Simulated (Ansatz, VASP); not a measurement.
# TePt3 in VASP and in Ansatz

```
CELL_PARAMETERS angstrom
5.69486 0.00000 0.00000
-2.84743 4.93190 0.00000
0.00000 0.00000 5.00565
ATOMIC_POSITIONS crystal
Te 0.66667 0.33333 0.25000
Te 0.33333 0.66667 0.75000
Pt 0.83554 0.16446 0.75000
Pt 0.32892 0.16446 0.75000
Pt 0.83554 0.67108 0.75000
Pt 0.16446 0.83554 0.25000
Pt 0.67108 0.83554 0.25000
Pt 0.16446 0.32892 0.25000
```

Change from the starting cell: species swapped into the LaNd3 type (P6_3/mmc, No. 194).

Alike in both runs: functional PBE; k mesh 12 × 12 × 8; occupations gaussian, width 0.1 eV; no spin polarisation.

Ansatz relaxed the structure, and its values are those at the end. VASP's run is a single point on that final structure, the one shown.

|  | VASP | Ansatz |
| --- | --- | --- |
| version | VASP 6.6.1 | Ansatz 0.2.0 |
| potentials or method | VASP PAW PBE potentials, release 64 (Te, Pt) | scalar-relativistic, plane waves, PAW |
| plane-wave cutoff (eV) | 520 | 420 |
| valence electrons in the cell | 72 | 140 |

|  | VASP | Ansatz | Ansatz less VASP |
| --- | --- | --- | --- |
| gap on the k mesh at the Fermi level (eV) | none | none | - |
| pressure (GPa) | -0.3 | 0.0 | +0.35 |

A gap of «none» marks a metal or a gap that the smearing closes. The functional is the same, so the differences come from potentials, cutoffs and numerics. The two sets of potentials don't hold the same shells in valence.

Spin-orbit coupling is left out, which matters for the levels of Pt, Te.
